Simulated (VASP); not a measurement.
# AgCl in VASP: a PBE single point

Aim: gap, levels, forces and stress of AgCl in the zincblende structure, strained and with displaced atoms at fixed geometry. Runs: PBE. The results are then set beside those of Ansatz 0.2.0 for the same cell. This is a trial cell built on a prototype, not taken from a measured structure, and it needn't be the compound's ground state.

Program: VASP 6.6.1. PAW datasets, plane waves. No spin polarisation and no zero-point or thermal motion; the cell was built from a prototype and may be hypothetical.

**1. The cell**

It is triclinic, P1 (No. 1); conventional cell a = 4.093 Å, b = 4.121 Å, c = 4.165 Å, α = 62.6°, β = 60.6°, γ = 61.1°, 25.64 Å³ an atom. Ag has 4 Cl at 2.43–2.68 Å; Cl has 4 Ag at 2.43–2.68 Å.

The structure in full:

```
CELL_PARAMETERS angstrom
-0.07070 2.92740 2.96830
2.91220 0.02190 2.87570
2.99190 2.91450 -0.05780
ATOMIC_POSITIONS crystal
Ag 0.01220 0.01100 0.95880
Cl 0.25060 0.26920 0.25690
```

**2. PBE**

File INCAR:

```
ENCUT = 520.000000
SIGMA = 0.020000
EDIFF = 1.00e-07
GGA = PE
PREC = Accurate
IBRION = -1
ISIF = 2
ISMEAR = -1
NBANDS = 16
NELM = 120
NSW = 0
LASPH = .TRUE.
LCHARG = .FALSE.
LWAVE = .FALSE.
LREAL = .FALSE.
```

File KPOINTS:

```
KPOINTS created by Atomic Simulation Environment
0
Gamma
6 6 6
0 0 0
```

File POSCAR:

```
Ag Cl
 1.0000000000000000
    -0.0707000000000000    2.9274000000000000    2.9683000000000002
     2.9121999999999999    0.0219000000000000    2.8757000000000001
     2.9918999999999998    2.9144999999999999   -0.0578000000000000
 Ag  Cl
   1   1
Cartesian
  2.8998053799999997  2.8303777799999996  0.0124273200000000
  1.5348659300000000  1.4882369700000000  1.5031455999999999
```

Potentials: the recommended PBE PAW datasets, 18 valence electrons in the neutral cell.

Started as:

```sh
$ mpirun -np 1 vasp_std
```

Printed to the terminal (iteration lines stand in OSZICAR):

```text
POSCAR found type information on POSCAR AgCl
 POSCAR found :  2 types and       2 ions
 LDA part: xc-table for (Slater+PW92), standard interpolation
 POSCAR, INCAR and KPOINTS ok, starting setup
 FFT: planning ... GRIDC
 FFT: planning ... GRID_SOFT
 FFT: planning ... GRID
 WAVECAR not read
 entering main loop
```

OSZICAR:

```text
N       E                     dE             d eps       ncg     rms          rms(c)
DAV:   1     0.101795190722E+03    0.10180E+03   -0.84520E+03  3608   0.989E+02
DAV:   2    -0.140708095309E+01   -0.10320E+03   -0.96246E+02  4376   0.219E+02
DAV:   3    -0.552950302539E+01   -0.41224E+01   -0.41121E+01  4560   0.459E+01
DAV:   4    -0.556441832105E+01   -0.34915E-01   -0.34912E-01  4552   0.453E+00
DAV:   5    -0.556499880214E+01   -0.58048E-03   -0.58047E-03  4584   0.579E-01    0.664E+00
DAV:   6    -0.537672535268E+01    0.18827E+00   -0.29340E-01  4608   0.706E+00    0.456E+00
DAV:   7    -0.537318171063E+01    0.35436E-02   -0.11435E-01  4352   0.220E+00    0.216E+00
DAV:   8    -0.537266214980E+01    0.51956E-03   -0.55255E-03  4312   0.763E-01    0.294E-01
DAV:   9    -0.537286567419E+01   -0.20352E-03   -0.71730E-04  4600   0.332E-01    0.394E-02
DAV:  10    -0.537302145211E+01   -0.15578E-03   -0.17783E-04  4248   0.100E-01    0.320E-02
DAV:  11    -0.537303051848E+01   -0.90664E-05   -0.10123E-05  4904   0.222E-02    0.395E-03
DAV:  12    -0.537303129471E+01   -0.77623E-06   -0.14128E-06  4232   0.782E-03    0.176E-03
DAV:  13    -0.537303127496E+01    0.19758E-07   -0.13678E-07  4296   0.310E-03
   1 F= -.53730313E+01 E0= -.53730313E+01  d E =-.376045E-11
```

OUTCAR, selected sections:

```text
k-points           NKPTS =    112   k-points in BZ     NKDIM =    112   number of bands    NBANDS=     16

   NELECT =      18.0000    total number of electrons

   dimension x,y,z NGX =    32 NGY =   30 NGZ =   32
   dimension x,y,z NGXF=    64 NGYF=   60 NGZF=   64

  energy-cutoff  :      520.00
  volume of cell :       51.27
      direct lattice vectors                 reciprocal lattice vectors
    -0.070700000  2.927400000  2.968300000    -0.163492407  0.171091929  0.164264588
     2.912200000  0.021900000  2.875700000     0.172031673 -0.173132797  0.174844723
     2.991900000  2.914500000 -0.057800000     0.162923376  0.172563766 -0.166305457

 k-points in reciprocal lattice and weights: KPOINTS created by Atomic Simulation Env
   0.00000000  0.00000000  0.00000000       0.005
   0.16666667  0.00000000  0.00000000       0.009
   0.33333333 -0.00000000 -0.00000000       0.009
   0.50000000  0.00000000  0.00000000       0.005
   0.00000000  0.16666667  0.00000000       0.009
   0.16666667  0.16666667  0.00000000       0.009
   0.33333333  0.16666667 -0.00000000       0.009
   0.50000000  0.16666667  0.00000000       0.009
[... 104 more k-points ...]

 E-fermi :   2.8215

 k-point     1 :       0.0000    0.0000    0.0000
  band No.  band energies     occupation
      1     -12.9163      2.00000
      2      -2.4677      2.00000
      3      -2.1857      2.00000
      4      -1.8595      2.00000
      5      -0.0945      2.00000
      6      -0.0799      2.00000
      7       1.9539      2.00000
      8       2.1938      2.00000
      9       2.4055      2.00000
     10       3.4831      0.00000
     11      10.0128      0.00000
     12      10.3826      0.00000
     13      10.6655      0.00000
     14      14.6092      0.00000
     15      14.9585      0.00000
     16      15.2209      0.00000

 k-point     2 :       0.1667    0.0000    0.0000
  band No.  band energies     occupation
      1     -12.8701      2.00000
      2      -2.4237      2.00000
      3      -2.2144      2.00000
      4      -1.8766      2.00000
      5      -0.0994      2.00000
      6      -0.0718      2.00000
      7       1.4346      2.00000
      8       2.0299      2.00000
      9       2.2519      2.00000
     10       4.2831      0.00000
     11       9.3971      0.00000
     12      10.5872      0.00000
     13      10.8098      0.00000
     14      14.1043      0.00000
     15      14.2956      0.00000
     16      15.3566      0.00000

 k-point     3 :       0.3333   -0.0000   -0.0000
  band No.  band energies     occupation
      1     -12.7759      2.00000
      2      -2.3738      2.00000
      3      -2.1968      2.00000
      4      -1.8830      2.00000
      5      -0.0971      2.00000
      6      -0.0101      2.00000
      7       0.5608      2.00000
      8       1.8658      2.00000
      9       1.9343      2.00000
     10       5.4999      0.00000
     11       8.7297      0.00000
     12      10.5373      0.00000
     13      11.1706      0.00000
     14      14.1775      0.00000
     15      14.5426      0.00000
     16      14.7959      0.00000

 k-point     4 :       0.5000    0.0000    0.0000
  band No.  band energies     occupation
      1     -12.7280      2.00000
      2      -2.3462      2.00000
      3      -2.1596      2.00000
      4      -1.8787      2.00000
      5      -0.0880      2.00000
      6       0.0277      2.00000
      7       0.1754      2.00000
      8       1.7133      2.00000
      9       1.8150      2.00000
     10       6.0081      0.00000
     11       8.6976      0.00000
     12      10.3745      0.00000
     13      11.2186      0.00000
     14      14.4254      0.00000
     15      14.9754      0.00000
     16      16.0222      0.00000

 k-point     5 :       0.0000    0.1667    0.0000
  band No.  band energies     occupation
      1     -12.8600      2.00000
      2      -2.4752      2.00000
      3      -2.1553      2.00000
      4      -1.8304      2.00000
      5      -0.1094      2.00000
      6      -0.0904      2.00000
      7       1.5898      2.00000
      8       1.8950      2.00000
      9       2.0877      2.00000
     10       4.3357      0.00000
     11       9.7507      0.00000
     12      10.3478      0.00000
     13      10.6639      0.00000
     14      13.8165      0.00000
     15      14.1380      0.00000
     16      15.2080      0.00000

 k-point     6 :       0.1667    0.1667    0.0000
  band No.  band energies     occupation
      1     -12.8469      2.00000
      2      -2.4982      2.00000
      3      -2.0741      2.00000
      4      -1.8873      2.00000
      5      -0.1562      2.00000
      6      -0.0410      2.00000
      7       1.5490      2.00000
      8       1.8515      2.00000
      9       1.9297      2.00000
     10       4.5624      0.00000
     11       9.3075      0.00000
     12      10.7741      0.00000
     13      10.8159      0.00000
     14      12.7465      0.00000
     15      14.8143      0.00000
     16      17.0146      0.00000

 k-point     7 :       0.3333    0.1667   -0.0000
  band No.  band energies     occupation
      1     -12.7701      2.00000
      2      -2.4615      2.00000
      3      -2.0340      2.00000
      4      -1.8879      2.00000
      5      -0.1517      2.00000
      6       0.0049      2.00000
      7       0.8049      2.00000
      8       1.6241      2.00000
      9       1.7204      2.00000
     10       5.6462      0.00000
     11       8.7255      0.00000
     12      10.5213      0.00000
     13      11.1992      0.00000
     14      12.9660      0.00000
     15      15.0299      0.00000
     16      16.5425      0.00000

 k-point     8 :       0.5000    0.1667    0.0000
  band No.  band energies     occupation
      1     -12.7056      2.00000
      2      -2.3413      2.00000
      3      -2.0674      2.00000
      4      -1.8434      2.00000
      5      -0.0921      2.00000
      6       0.0061      2.00000
      7       0.2102      2.00000
      8       1.4037      2.00000
      9       1.5661      2.00000
     10       6.5739      0.00000
     11       8.5970      0.00000
     12      10.1411      0.00000
     13      11.2227      0.00000
     14      13.9769      0.00000
     15      15.2297      0.00000
     16      16.1713      0.00000

[... the tables of k-points 9 to 112 left out ...]

  Total        0.9413243      1.1500608      1.1691350      0.1328005     -0.9445272     -0.0530610
  in kB       29.4153641     35.9381521     36.5342014      4.1498716    -29.5154513     -1.6580993
  external PRESSURE =      33.9625725 kB  Pullay stress =       0.0000000 kB

 POSITION                                       TOTAL-FORCE (eV/Angst)
 -----------------------------------------------------------------------------------
      2.89981      2.83038      0.01243         0.449342      0.033441     -0.102829
      1.53487      1.48824      1.50315        -0.449342     -0.033441      0.102829
 -----------------------------------------------------------------------------------
    total drift:                                0.000140     -0.000143      0.000231

  FREE ENERGIE OF THE ION-ELECTRON SYSTEM (eV)
  ---------------------------------------------------
  free  energy   TOTEN  =        -5.3730312750 eV

  energy  without entropy=       -5.3730312750  energy(sigma->0) =       -5.37303127
```

Hardware: 1 MPI rank of Intel Xeon Platinum 8488C, shared host.

PBE gives a direct gap of 1.08 eV at Γ among the points of the k mesh. The pressure is 3.40 GPa, and the largest force is 0.462 eV/Å, on atom 1 (Ag).

**3. Summary**

```
level  gap (eV)  pressure (GPa)  largest force (eV/Å)  Ansatz: gap (eV)  Ansatz: pressure (GPa)  Ansatz: force (eV/Å)
  PBE     1.08*            3.40                 0.462              1.08                    3.51                 0.465
```

A star marks a gap among the mesh's points alone.

In words: Forces up to 0.46 eV/Å (PBE) show atoms off their equilibrium places at that level. Each program uses its own PAW datasets and cutoff. VASP's cell holds 18 valence electrons and Ansatz's 26.
